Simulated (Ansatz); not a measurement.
**Hf2SiO4: competing structures**

Method: DFT PBE, scalar-relativistic, plane waves, PAW (Ansatz). All cells share a 420 eV cutoff and Γ-centred k meshes spaced at most about 0.3 Å⁻¹ (about 0.25 or finer for metals, 2π included). No spin polarisation.

Energies over the elements count from the elements' standard structures at the same level (O₂ as a molecule), with no fitted energy shifts.

All energies are static (0 K, no zero-point motion). Only the structures computed here compete, so a lower one can exist. Weakly bound directions are ill-defined at this level, which has no dispersion term (P-3m1), and this can change margins and order among such cells. These runs have no spin–orbit coupling, which can matter for Hf. Kohn–Sham gaps at this level usually fall short of measured ones.

Invented guesses were relaxed alike, and ends that match in structure were merged. ΔE counts from the first row. Coordination counts O atoms around Hf and Si (those within 1.25 times the shortest such distance or 1.15 times the sum of covalent radii, 1.27 where that leaves under three; a plus sign parts nearer from farther groups; the shortest distance is added where it exceeds 1.18 times the sum of covalent radii). The ends were matched against large subsets of the Crystallography Open Database and the Materials Project, so a missing match doesn't prove that a structure is unreported.

```json
{"#": "1", "reached from": "a cell proposed by chemical analogy", "type and space group": "P-3m1 (No. 164)", "atoms": "7", "Å³/atom": "20.9", "coordination": "Hf 6, Si 6+6 from 4.8 Å", "ΔE (meV/atom)": "0", "gap on mesh (eV)": "0.00", "in databases": "no match"}
{"#": "2", "reached from": "VCr2Te4 type (C2/m)", "type and space group": "C2/m (No. 12)", "atoms": "7", "Å³/atom": "15.3", "coordination": "Hf 6, Si 4 from 2.4 Å", "ΔE (meV/atom)": "125", "gap on mesh (eV)": "0.75", "in databases": "no match"}
{"#": "3", "reached from": "a cell proposed by chemical analogy", "type and space group": "Fd-3m (No. 227)", "atoms": "14", "Å³/atom": "11.6", "coordination": "Hf 6, Si 4", "ΔE (meV/atom)": "160", "gap on mesh (eV)": "0.00", "in databases": "no match"}
```

The lowest: Space group P-3m1 (No. 164), trigonal, a = 3.207 Å, c = 16.429 Å. Around Hf lie 6 O at 2.10 Å and 6 Hf at 3.21 Å; Si is surrounded by 6 Si at 3.21 Å (long against the sum of covalent radii); O on its first site has 3 Hf at 2.10 Å; around O on its second site lie 3 Hf at 2.10 Å. Its energy over the elements is −2.47 eV/atom. A negative formation energy is needed for stability but isn't enough: competing phases decide. An observed structure of this formula, if there is one, may be missing.

```
Hf Si O
1.0
     3.20721    0.00000    0.00000
    -1.60361    2.77753    0.00000
     0.00000    0.00000   16.42877
Hf Si O
2 1 4
Direct
  0.00000 0.00000 0.67111
  0.00000 0.00000 0.32889
  0.00000 0.00000 0.00000
  0.33333 0.66667 0.61078
  0.66667 0.33333 0.38922
  0.66667 0.33333 0.73143
  0.33333 0.66667 0.26857
```

The second: Space group C2/m (No. 12), monoclinic, a = 10.987 Å, b = 3.378 Å, c = 5.927 Å, β = 102.7°. Around Hf lie 4 O at 2.05–2.17 Å, 2 O at 2.36 Å and 1 Si at 2.66 Å; Si has 4 O at 2.36 Å and 2 Hf at 2.66 Å; O on its first site has 3 Hf at 2.05–2.17 Å; O on its second site is surrounded by 1 Hf at 2.12 Å, 2 Hf at 2.36 Å and 2 Si at 2.36 Å. Counting O atoms around Hf and Si, the first has Hf 6, Si 6+6 from 4.8 Å and the second has Hf 6, Si 4 from 2.4 Å. Cells relaxed within their symmetry can be saddle points. Some candidate types were left out of the draw beforehand, so a known form may be missing.
